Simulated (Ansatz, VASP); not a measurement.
## ZrC in VASP and in Ansatz

Contents of INCAR:

```
SYSTEM = ZrC
PREC = Accurate
ENCUT = 520
EDIFF = 1E-7
ISMEAR = -1
SIGMA = 0.05
LREAL = .False.
LASPH = .True.
NELM = 60
ALGO = Normal
ISIF = 2
LWAVE = .False.
LCHARG = .False.
GGA = PE
NBANDS = 15
```

KPOINTS

```
Automatic mesh
0
Gamma
  9 9 9
  0 0 0
```

The input POSCAR:

```
ZrC
1.0
    0.0000000000      2.5284354584      2.5284354584
    2.5284354584      0.0000000000      2.5284354584
    2.5284354584      2.5284354584      0.0000000000
Zr C
1 1
Direct
    0.5000000000      0.5000000000      0.5000000000
    0.7500000000      0.7500000000      0.7500000000
```

The input input.yaml:

```yaml
crystal:
  lattice:
    - [0.0, 2.5284354584, 2.5284354584]
    - [2.5284354584, 0.0, 2.5284354584]
    - [2.5284354584, 2.5284354584, 0.0]
  atoms:
    - { symbol: Zr, position: [0.5, 0.5, 0.5] }
    - { symbol: C, position: [0.75, 0.75, 0.75] }
hamiltonian:
  xc: pbe
  pseudopotentials: { kind: paw }
kpoints:
  mp_grid: { grid: [9, 9, 9] }
scf:
  occupations: { method: fermi_dirac, width: 0.05 }
output:
  forces: true
  stress: true
  eigenvalues: true
```

Change from the starting cell: volume scaled by 0.98.

Alike in both runs: task single point; functional PBE; k mesh 9 × 9 × 9; occupations fermi-dirac, width 0.05 eV; no spin polarisation.

```csv
,VASP,Ansatz
version,VASP 6.6.1,Ansatz 0.2.0
potentials or method,"VASP PAW PBE potentials, release 64 (Zr_sv, C)",Ansatz PAW
plane-wave cutoff (eV),520,420
valence electrons in the cell,16,16
```

|  | VASP | Ansatz | Ansatz less VASP |
| --- | --- | --- | --- |
| gap on the k mesh at the Fermi level (eV) | 0.54 | 0.54 | -0.001 |
| least direct gap on the mesh (eV) | 0.54 | 0.54 | -0.001 |
| pressure (GPa) | 3.2 | 3.0 | -0.14 |

The functional is the same, so the differences come from potentials, cutoffs and numerics.

Caveats: an odd mesh through Γ misses points on the zone boundary, where band edges often lie (VASP); odd divisions of the mesh miss points on the zone boundary, where band edges often lie, so the gap on the mesh can be too wide (Ansatz).
